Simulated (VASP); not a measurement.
# As in VASP: work function with PBE+D3(BJ)

Aim: the work function of As with PBE+D3(BJ).

Program: VASP 6.6.1. These are calculated values, not measurements. Logs are shortened: lines on timing, memory, paths and dates and some standing lists are left out, and cuts for length are marked.

### Step 1. The structure

The cell holds a slab with vacuum, 2 atoms: a = 3.594 Å, b = 3.594 Å, c = 23.910 Å, α = 90.00°, β = 90.00°, γ = 120.00°.

The cell was built by a generator and needn't be a form met in nature.

### Step 2. Work function, PBE+D3(BJ)

Contents of INCAR:

```
SYSTEM = As
ALGO     = Fast           ! electronic algorithm
DIPOL    = 0.5 0.5 0.500
EDIFF    = 1E-6           ! SCF threshold, eV
ENCUT    = 520            ! plane-wave cutoff, eV
GGA      = PE             ! functional
IDIPOL   = 3            
ISIF     = 2              ! what is computed and relaxed
ISMEAR   = 0              ! smearing method
IVDW     = 12             ! dispersion correction
KPAR     = 2            
LASPH    = .TRUE.         ! aspherical terms in the spheres
LCHARG   = .TRUE.         ! write CHGCAR
LDIPOL   = .TRUE.       
LREAL    = .FALSE.        ! projectors in reciprocal space
LVACPOTAV= .TRUE.       
LVHAR    = .TRUE.       
LWAVE    = .FALSE.        ! write WAVECAR
NELM     = 60             ! most SCF steps
PREC     = Accurate       ! precision mode
SIGMA    = 0.04           ! smearing width, eV
```

Contents of KPOINTS:

```
k-points
0
G
  12 12 1
  0 0 0
```

Contents of POSCAR:

```
As                                      
1.0
    3.5936872800      0.0000000000      0.0000000000
   -1.7968436400      3.1122245200      0.0000000000
    0.0000000000      0.0000000000     23.9101451400
  As            
     2
Direct
     0.6666669999999968    0.3333330000000032    0.4707237200000023
     0.0000000000000000    0.0000000000000000    0.5292762799999977
```

Potentials or basis: VASP PAW PBE potentials, release 64 (As).

Launch:

```
$ cat potpaw_PBE.64/As/POTCAR > POTCAR
$ mpirun -np 2 vasp_std > vasp.out
```

OUTCAR:

```text
SYSTEM = As
   EDIFF = 1E-6
   ENCUT = 520
   GGA = PE
   ISIF = 2
   ISMEAR = 0
   IVDW = 12
   LASPH = .TRUE.
   LREAL = .FALSE.
   NELM = 60
   PREC = Accurate
 IVDW          = 12

 ion  position               nearest neighbor table
   1  0.667  0.333  0.471-   2 2.50   2 2.50   2 2.50
   2  0.000  0.000  0.529-   1 2.50   1 2.50   1 2.50

  LATTYP: Found a hexagonal cell.
 ALAT       =     3.5936872800
 C/A-ratio  =     6.6533738962

  Lattice vectors:

 A1 = (   3.5936872800,   0.0000000000,   0.0000000000)
 A2 = (  -1.7968436400,   3.1122245200,   0.0000000000)
 A3 = (   0.0000000000,   0.0000000000,  23.9101451400)

Analysis of symmetry for initial positions (statically):
=====================================================================
 Subroutine PRICEL returns:
 Original cell was already a primitive cell.

 Routine SETGRP: Setting up the symmetry group for a
 hexagonal supercell.

 Subroutine GETGRP returns: Found 12 space group operations
 (whereof  6 operations were pure point group operations)
 out of a pool of 24 trial point group operations.

The static configuration has the point symmetry C_3v.
 The point group associated with its full space group is D_3d.

Analysis of symmetry for dynamics (positions and initial velocities):
=====================================================================
 Subroutine PRICEL returns:
 Original cell was already a primitive cell.

 Routine SETGRP: Setting up the symmetry group for a
 hexagonal supercell.

 Subroutine GETGRP returns: Found 12 space group operations
 (whereof  6 operations were pure point group operations)
 out of a pool of 24 trial point group operations.

The dynamic configuration has the point symmetry C_3v.
 The point group associated with its full space group is D_3d.

 Subroutine INISYM returns: Found 12 space group operations
 (whereof  6 operations are pure point group operations),
 and found     1 'primitive' translations

----------------------------------------------------------------------------------------

                                     Primitive cell

  volume of cell :     267.4197

  direct lattice vectors                    reciprocal lattice vectors
     3.593687280  0.000000000  0.000000000     0.278265726  0.160656790  0.000000000
    -1.796843640  3.112224520  0.000000000     0.000000000  0.321313579  0.000000000
     0.000000000  0.000000000 23.910145140     0.000000000  0.000000000  0.041823251

  length of vectors
     3.593687280  3.593687317 23.910145140     0.321313583  0.321313579  0.041823251

  position of ions in fractional coordinates (direct lattice)
     0.666667000  0.333333000  0.470723720
     0.000000000  0.000000000  0.529276280

  ion indices of the primitive-cell ions
   primitive index   ion index
                 1           1
                 2           2

----------------------------------------------------------------------------------------

 KPOINTS: k-points

Automatic generation of k-mesh.
 Grid dimensions read from file:
 generate k-points for:   12   12    1

 Generating k-lattice:

  Cartesian coordinates                     Fractional coordinates (reciprocal lattice)
     0.023188811  0.013388066  0.000000000     0.083333333  0.000000000  0.000000000
     0.000000000  0.026776132  0.000000000     0.000000000  0.083333333  0.000000000
     0.000000000  0.000000000  0.041823251     0.000000000  0.000000000  1.000000000

  Length of vectors
     0.026776132  0.026776132  0.041823251

  Shift w.r.t. Gamma in fractional coordinates (k-lattice)
     0.000000000  0.000000000  0.000000000

 Subroutine IBZKPT returns following result:
 ===========================================

 Found     19 irreducible k-points:

 Following reciprocal coordinates:
            Coordinates               Weight
  0.000000  0.000000  0.000000      1.000000
  0.083333  0.000000  0.000000      6.000000
  0.166667 -0.000000  0.000000      6.000000
  0.250000  0.000000  0.000000      6.000000
  0.333333 -0.000000  0.000000      6.000000
  0.416667 -0.000000  0.000000      6.000000
[... 11 lines left out ...]
  0.333333  0.250000  0.000000     12.000000
  0.333333  0.333333  0.000000      2.000000
   k-points           NKPTS =     19   k-points in BZ     NKDIM =     19   number of bands    NBANDS=      9
   number of dos      NEDOS =    301   number of ions     NIONS =      2
   total plane-waves  NPLWV = 141120
   dimension x,y,z NGX =    28 NGY =   28 NGZ =  180
   dimension x,y,z NGXF=    56 NGYF=   56 NGZF=  360
   ions per type =               2
   NGX,Y,Z   is equivalent  to a cutoff of  12.95, 12.95, 12.52 a.u.
   NGXF,Y,Z  is equivalent  to a cutoff of  25.91, 25.91, 25.03 a.u.
 SYSTEM =  As
   PREC   = accura    normal or accurate (medium, high low for compatibility)
   ISTART =      0    job   : 0-new  1-cont  2-samecut
   ICHARG =      2    charge: 1-file 2-atom 10-const
   ISPIN  =      1    spin polarized calculation?
   LNONCOLLINEAR =      F non collinear calculations
   LSORBIT =      F    spin-orbit coupling
   LASPH  =      T    aspherical Exc in radial PAW
   ENCUT  =  520.0 eV  38.22 Ry    6.18 a.u.   6.68  6.68 44.46*2*pi/ulx,y,z
   NELM   =     60;   NELMIN=  2; NELMDL= -5     # of ELM steps
   EDIFF  = 0.1E-05   stopping-criterion for ELM
   LREAL  =      F    real-space projection
   EDIFFG = 0.1E-04   stopping-criterion for IOM
   NSW    =      0    number of steps for IOM
   IBRION =     -1    ionic relax: 0-MD 1-quasi-New 2-CG
   NFREE  =      0    steps in history (QN), initial steepest desc. (CG)
   ISIF   =      2    stress and relaxation
   ISYM   =      2    0-nonsym 1-usesym 2-fastsym
   POTIM  = 0.5000    time-step for ionic-motion
   TEBEG  =    0.0;   TEEND  =   0.0 temperature during run
   PSTRESS=    0.0 pullay stress
   NELECT =      10.0000    total number of electrons
   NUPDOWN=      -1.0000    fix difference up-down
   EMIN   =  10.00;   EMAX   =-10.00  energy-range for DOS
   EFERMI =   0.00;   METHOD = LEGACY
   ISMEAR =     0;   SIGMA  =   0.04  broadening in eV -4-tet -1-fermi 0-gaus
   EFERMI_NEDOS =   21; number of points for ismear=-14 and -15
   IALGO  =     68    algorithm
   IMIX   =      4    mixing-type and parameters
     AMIX     =   0.40;   BMIX     =  1.00
     AMIX_MAG =   1.60;   BMIX_MAG =  1.00
  volume/ion in A,a.u.               =     133.71       902.32
  Fermi-wavevector in a.u.,A,eV,Ry     =   0.547449  1.034529  4.077672  0.299700
  Thomas-Fermi vector in A             =   1.577705
   LORBIT       =      0    0 simple, 1 ext, 2 COOP (PROOUT), +10 PAW based schemes
   GGA     = PE    functional components
   LHFCALC =     F    Hartree Fock is set to
   AEXX    =    0.0000 exact exchange contribution
   IVDW    =    12    specifies the selected vdW correction
   LEPSILON=     F    determine dielectric tensor
   LRPA    =     F    only Hartree local field effects (RPA)
 non-spin polarized calculation
 RMM-DIIS sequential band-by-band and
 Gauss-broadening in eV      SIGMA  =   0.04
  energy-cutoff  :      520.00
  volume of cell :      267.42
 maximum number of plane-waves:      7265
 NGX is ok and might be reduce to    28
   NGX = 13   NGY = 13   NGZ = 89

 number of electron      10.0000000 magnetization

 number of electron       9.9999999 magnetization

 dipolmoment           0.000000      0.000000     -0.000000 electrons x Angstroem

 Free energy of the ion-electron system (eV)
  ---------------------------------------------------
  ext. energy  EPLUGINS =         0.00000000
  ---------------------------------------------------
  free energy    TOTEN  =        -9.33287802 eV

  energy without entropy =       -9.33287802  energy(sigma->0) =       -9.33287802

 E-fermi :  -3.5517     XC(G=0):  -2.1938

 val. band max:       -3.7394134275   @ k =   0.0000   0.0000   0.0000
 cond. band min:      -2.1588742876   @ k =   0.3333  -0.0000   0.0000
 fundamental gap:      1.5805391399
 Fermi energy:        -3.5517096610

 k-point     1 :       0.0000    0.0000    0.0000
  band No.  band energies     occupation
      1     -17.2780      2.00000
      2     -10.9670      2.00000
      3      -4.3580      2.00000
      4      -3.7394      2.00000
      5      -3.7394      2.00000
      6      -1.7719      0.00000
      7      -0.2471      0.00000
      8      -0.2471      0.00000
      9       1.3015      0.00000

 k-point     2 :       0.0833    0.0000    0.0000
  band No.  band energies     occupation
      1     -17.1851      2.00000
      2     -10.9524      2.00000
      3      -4.6389      2.00000
      4      -4.3119      2.00000
      5      -3.9482      2.00000
      6      -1.1574      0.00000
      7      -0.3559      0.00000
      8      -0.0361      0.00000
      9       1.2018      0.00000

 k-point     3 :       0.1667   -0.0000    0.0000
  band No.  band energies     occupation
      1     -16.9093      2.00000
      2     -10.9557      2.00000
      3      -5.9719      2.00000
      4      -4.4104      2.00000
      5      -4.2115      2.00000
      6      -1.4963      0.00000
      7       0.3338      0.00000
      8       0.3764      0.00000
      9       1.5394      0.00000

 k-point     4 :       0.2500    0.0000    0.0000
  band No.  band energies     occupation
      1     -16.4604      2.00000
      2     -11.1365      2.00000
      3      -6.9906      2.00000
      4      -4.8989      2.00000
      5      -4.2107      2.00000
      6      -2.0382      0.00000
      7       0.5552      0.00000
      8       0.6719      0.00000
      9       1.8950      0.00000

 k-point     5 :       0.3333   -0.0000    0.0000
  band No.  band energies     occupation
      1     -15.8649      2.00000
      2     -11.6764      2.00000
      3      -7.4105      2.00000
      4      -5.2953      2.00000
      5      -4.5409      2.00000
      6      -2.1589      0.00000
      7       0.0691      0.00000
      8       0.7693      0.00000
      9       2.5675      0.00000

 k-point     6 :       0.4167   -0.0000    0.0000
  band No.  band energies     occupation
      1     -15.2062      2.00000
      2     -12.4413      2.00000
      3      -7.3321      2.00000
      4      -5.5477      2.00000
      5      -5.0745      2.00000
      6      -1.9453      0.00000
      7      -0.4360      0.00000
      8       0.7640      0.00000
      9       2.6537      0.00000
[... 109 lines left out ...]
 k-point    16 :       0.4167    0.1667    0.0000
  band No.  band energies     occupation
      1     -14.5403      2.00000
      2     -13.0141      2.00000
      3      -7.5387      2.00000
      4      -6.2355      2.00000
      5      -5.3557      2.00000
      6      -1.1238      0.00000
      7      -0.1031      0.00000
      8       0.3949      0.00000
      9       3.0293      0.00000

 k-point    17 :       0.2500    0.2500    0.0000
  band No.  band energies     occupation
      1     -14.9794      2.00000
      2     -12.4653      2.00000
      3      -7.5050      2.00000
      4      -6.7214      2.00000
      5      -4.8404      2.00000
      6      -1.1624      0.00000
      7      -0.2876      0.00000
      8       1.1367      0.00000
      9       3.7223      0.00000

 k-point    18 :       0.3333    0.2500    0.0000
  band No.  band energies     occupation
      1     -14.3391      2.00000
      2     -13.1123      2.00000
      3      -7.9155      2.00000
      4      -6.2424      2.00000
      5      -5.3318      2.00000
      6      -1.5468      0.00000
      7       0.3088      0.00000
      8       0.9016      0.00000
      9       3.9886      0.00000

 k-point    19 :       0.3333    0.3333    0.0000
  band No.  band energies     occupation
      1     -13.7094      2.00000
      2     -13.7094      2.00000
      3      -8.1475      2.00000
      4      -5.7682      2.00000
      5      -5.7682      2.00000
      6      -1.7937      0.00000
      7       0.7891      0.00000
      8       0.7891      0.00000
      9       4.3078      0.00000

------------------------ aborting loop because EDIFF is reached ----------------------------------------

 Edisp (eV)   -0.41822

 E8    (eV) :    -0.1898

  FORCE on cell =-STRESS in cart. coord.  units (eV):
  Direction    XX          YY          ZZ          XY          YZ          ZX
  --------------------------------------------------------------------------------------
  -------------------------------------------------------------------------------------
  Total      -0.25629    -0.25629    -0.02583     0.00000    -0.00000     0.00000
  in kB      -1.53551    -1.53551    -0.15477     0.00000    -0.00000     0.00000
  external pressure =       -1.08 kB  Pullay stress =        0.00 kB

 VOLUME and BASIS-vectors are now :
 -----------------------------------------------------------------------------
  energy-cutoff  :      520.00
  volume of cell :      267.42
      direct lattice vectors                 reciprocal lattice vectors
     3.593687280  0.000000000  0.000000000     0.278265726  0.160656790  0.000000000
    -1.796843640  3.112224520  0.000000000     0.000000000  0.321313579  0.000000000
     0.000000000  0.000000000 23.910145140     0.000000000  0.000000000  0.041823251

 POSITION                                       TOTAL-FORCE (eV/Angst)
 -----------------------------------------------------------------------------------
      1.79685      1.03741     11.25507        -0.000000     -0.000000      0.016457
      0.00000      0.00000     12.65507         0.000000      0.000000     -0.016457
 -----------------------------------------------------------------------------------
    total drift:                               -0.000356      0.000206     -0.000089

  FREE ENERGIE OF THE ION-ELECTRON SYSTEM (eV)
  ---------------------------------------------------
  free  energy   TOTEN  =        -9.7510932998 eV

  energy  without entropy=       -9.7510932998  energy(sigma->0) =       -9.75109330

 vacuum level on the upper side and lower side of the slab         1.581         1.581
```

Wall time 48 s (2 MPI ranks of Intel Xeon Platinum 8559C (Emerald Rapids), shared host); peak memory 0.37 GiB.

What came out:

| Property | Result |
| --- | --- |
| Free energy | -9.7511 eV |
| Largest force | 0.016 eV/Å |
| Band gap on the k mesh | 1.58 eV, indirect (least direct gap 1.97 eV) |
| Dispersion energy per atom | -0.209 eV |
| Ionisation potential of the upper face | 5.32 eV |

Forces on the atoms (eV/Å):
```
As   0.000  0.000  0.016
As   0.000  0.000 -0.016
```

Levels at points of the mesh, in eV from the valence-band top:
| k point | band 1 | band 2 | band 3 | band 4 | band 5 | band 6 | band 7 | band 8 | band 9 |
| --- | --- | --- | --- | --- | --- | --- | --- | --- | --- |
| (0.00, 0.00, 0.00) | -13.54 | -7.23 | -0.62 | 0.00 | 0.00 | 1.97 | 3.49 | 3.49 | 5.04 |
| (0.50, 0.00, 0.00) | -11.09 | -9.14 | -3.46 | -1.89 | -1.62 | 1.95 | 3.09 | 4.49 | 6.23 |
